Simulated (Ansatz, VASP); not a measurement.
## NiSb in VASP and in Ansatz

```
Sb Ni
1.0
     3.90773    0.00000    0.00000
    -1.95386    3.38419    0.00000
     0.00000    0.00000    5.09732
Sb Ni
2 2
Direct
  0.33333 0.66667 0.25000
  0.66667 0.33333 0.75000
  0.00000 0.00000 0.00000
  0.00000 0.00000 0.50000
```

Alike in both runs: functional PBEsol; k mesh 6 × 6 × 4; occupations gaussian, width 0.1 eV; no spin polarisation.

Ansatz relaxed the structure, and its values are those at the end. VASP's run is a single point on that final structure, the one shown.

```csv
,VASP,Ansatz
version,VASP 6.6.1,Ansatz 0.2.0
potentials or method,"VASP PAW PBE potentials, release 64 (Sb, Ni)","scalar-relativistic, plane waves, PAW"
plane-wave cutoff (eV),520,420
valence electrons in the cell,30,66
```

|  | VASP | Ansatz | Ansatz less VASP |
| --- | --- | --- | --- |
| gap on the k mesh at the Fermi level (eV) | none | none | - |
| pressure (GPa) | 0.1 | 0.0 | -0.05 |

A gap of «none» marks a metal or a gap that the smearing closes. The two sets of potentials don't hold the same shells in valence.

Caveats: the PAW data sets were made with another functional, which shifts forces and pressure a little (VASP). Spin polarisation is off, so any magnetic state and its effect on volume and gap are missing. Spin-orbit coupling is left out, which matters for the levels of Sb.
